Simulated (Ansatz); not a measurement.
GeTe in space group R3m (No. 160; Ge on 3a, Te on 3a) at seven volumes, plane-wave PAW PBE (Ansatz code), shape and atoms relaxed at each. One row is withheld.

```json
[
 {"V (Å³/atom)": "25.671", "P (GPa)": "3.94"},
 {"V (Å³/atom)": "26.517", "P (GPa)": "2.34"},
 {"V (Å³/atom)": "27.364", "P (GPa)": "1.04"},
 {"V (Å³/atom)": "28.210", "P (GPa)": "0.00"},
 {"V (Å³/atom)": "29.056", "P (GPa)": "-0.81"},
 {"V (Å³/atom)": "29.903", "P (GPa)": "-1.43"},
 {"V (Å³/atom)": "30.749", "P (GPa)": "?"}
]
```

**Question.** Fit the shown pressures and predict the withheld one.

**Answer.** P = (3/2)B₀(x^(7/2) − x^(5/2))[1 + (3/4)(B′ − 4)(x − 1)] with x = (V₀/V)^(2/3). Least squares on the six rows gives V₀ = 28.219 Å³/atom, B₀ = 30.3 GPa, B′ = 6.84. At V = 30.749, x = 0.9444 and P = -1.93 GPa. The run itself gave -1.88 GPa.

The cell was relaxed with PBE under the symmetry of its start; of distortions, only those at the zone centre were tested. Spin–orbit coupling is left out wherever it is not named.

Potentials: the later of the program's two PAW sets.
